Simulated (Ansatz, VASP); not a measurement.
**Two plane-wave programs on AgCl (Chlorargyrite)**

```
Ag Cl
1.0
     0.00000    2.75608    2.75608
     2.75608    0.00000    2.75608
     2.75608    2.75608    0.00000
Ag Cl
1 1
Direct
  0.00000 0.00000 0.00000
  0.50000 0.50000 0.50000
```

Alike in both runs: functional PBE; dispersion D3(BJ); k mesh 8 × 8 × 8; occupations gaussian, width 0.02 eV; no spin polarisation.

Ansatz relaxed the structure, and its values are those at the end. VASP's run is a single point on that final structure, the one shown.

|  | VASP | Ansatz |
| --- | --- | --- |
| version | VASP 6.6.1 | Ansatz 0.2.0 |
| potentials or method | VASP PAW PBE potentials, release 64 (Ag, Cl) | scalar-relativistic, plane waves, PAW |
| plane-wave cutoff (eV) | 520 | 420 |
| valence electrons in the cell | 18 | 26 |

```tsv
	VASP	Ansatz	Ansatz less VASP
gap on the k mesh at the Fermi level (eV)	0.91	0.91	+0.003
least direct gap on the mesh (eV)	3.24	3.24	+0.002
pressure (GPa)	-0.2	0.0	+0.16
```

With one functional, cell and mesh, what is left measures potentials, basis and numerics. The two sets of potentials don't hold the same shells in valence.

A k mesh can miss the band edges.
